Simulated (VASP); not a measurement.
Here is a VASP 6.6.1 calculation.

Contents of INCAR:

```
SYSTEM = CoO
PREC     = Accurate       ! precision mode
ENCUT    = 520            ! plane-wave cutoff, eV
EDIFF    = 1E-6           ! SCF threshold, eV
ISMEAR   = 0              ! smearing method
SIGMA    = 0.05           ! smearing width, eV
LREAL    = .FALSE.        ! projectors in reciprocal space
LASPH    = .TRUE.         ! aspherical terms in the spheres
NELM     = 120            ! most SCF steps
ALGO     = Fast           ! electronic algorithm
ISIF     = 2              ! what is computed and relaxed
LWAVE    = .FALSE.        ! write WAVECAR
LCHARG   = .FALSE.        ! write CHGCAR
MAGMOM   = -2.102 -0.665 0.155 0 0 0 ! initial moments
LORBIT   = 11             ! projections on sites
LSORBIT  = .TRUE.         ! spin-orbit coupling
GGA_COMPAT= .FALSE.      
LORBMOM  = .TRUE.       
LMAXMIX  = 4              ! l up to which the mixer works
GGA      = CA             ! functional
```

KPOINTS

```
Automatic mesh
0
G
  7 7 7
  0 0 0
```

File POSCAR:

```
CoO
1.0
    2.5705263100      0.0000000000      0.0000000000
    0.0000000000      2.5705263100      0.0000000000
    0.0000000000      0.0000000000      2.5705263100
Co O
1 1
Direct
    0.0000000000      0.0000000000      0.0000000000
    0.5000000000      0.5000000000      0.5000000000
```

Potentials or basis: VASP PAW LDA potentials, release 64 (Co, O).

Command:

```bash
$ cat potpaw_LDA.64/Co/POTCAR potpaw_LDA.64/O/POTCAR > POTCAR
$ mpirun -np 1 vasp_ncl > vasp.out
```

Q: What does it give for the pressure?

A: -8.9 GPa.

Q: Estimate the net moment.

A: 2.98 μB per cell.

Stress tensor (GPa, compression positive):
```
-8.95 -0.03  0.01
-0.03 -8.88  0.00
 0.01  0.00 -8.87
```

Caveat: a cell with one magnetic atom can't hold antiferromagnetic order, which such compounds often take.
